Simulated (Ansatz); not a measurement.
Space group Fm-3m (No. 225). a = 4.309 Å, b = 4.309 Å, c = 4.309 Å, α = 90.00°, β = 90.00°, γ = 90.00°
| atom | site | symmetry | x | y | z |
| --- | --- | --- | --- | --- | --- |
| Fe | 4a | m-3m | 0.0000 | 0.0000 | 0.0000 |
| O | 4b | m-3m | 0.5000 | 0.0000 | 0.0000 |

Equation of state of this FeO structure (not necessarily the ground state), with shape and atoms relaxed at each volume where symmetry leaves them free. It has no gap at any of these volumes. These are results of DFT PBE, scalar-relativistic, plane waves, PAW in Ansatz, not measurements.

Plane waves to 420 eV, a k mesh through Γ of 16×16×16 on the computed 2-atom cell and Gaussian smearing (0.10 eV); collinear spin.

| V (Å³/atom) | E − E(largest V) (meV/atom) | P (GPa) |
| --- | --- | --- |
| 8.800 | 55.44 | 30.01 |
| 9.100 | 6.77 | 21.44 |
| 9.400 | -25.53 | 13.17 |
| 9.700 | -43.27 | 6.04 |
| 10.000 | -48.67 | -0.01 |
| 10.300 | -43.64 | -5.13 |
| 10.600 | -29.78 | -9.44 |
| 11.000 | 0.00 | -14.16 |

Problem. Fit a third-order Birch–Murnaghan equation to E(V).

Solution. V0 = 10.00 Å³/atom, B0 = 185 GPa, B0' = 4.3.

The cell holds one magnetic atom, so it can only be ferromagnetic; an antiferromagnetic order may lie lower.